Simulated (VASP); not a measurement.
## Ir: equation of state with PBE

Ir:

```
Ir
1.0
     2.75138    0.00000    0.00000
    -1.37569    2.38276    0.00000
     0.00000    0.00000    4.46229
Ir
2
Direct
  0.33333 0.66667 0.25000
  0.66667 0.33333 0.75000
```

This isn't the form of Ir at room conditions, which is fcc.

```yaml
Program: VASP 6.6.1
Task: equation of state
Functional: PBE
Potentials_or_basis: VASP PAW PBE potentials, release 64 (Ir)
Cutoff: 520 eV
k_mesh: 11 × 11 × 6
Occupations: fermi-dirac, width 0.05 eV
Spin: no spin polarisation
```

The equilibrium volume is 14.59 Å³/atom. The bulk modulus at fixed shape and positions is 345 GPa and the pressure derivative of the bulk modulus is 5.2.

Energy against volume, from the lowest point:
```
volume (Å³/atom)  energy (meV/atom)
          13.749              59.55
          14.042              24.35
          14.335               5.11
          14.627               0.00
          14.920               7.35
          15.212              25.71
          15.505              53.75
```

All runs of the series together: 2.2 min on 1 thread of Intel(R) Xeon(R) Platinum 8488C (Sapphire Rapids) (shared host).

Caveat: the cell was scaled at fixed shape and fractional positions, which overstates the stiffness of a crystal with free parameters, most of all of layers and chains. Spin-orbit coupling is left out, which matters for the levels of Ir.
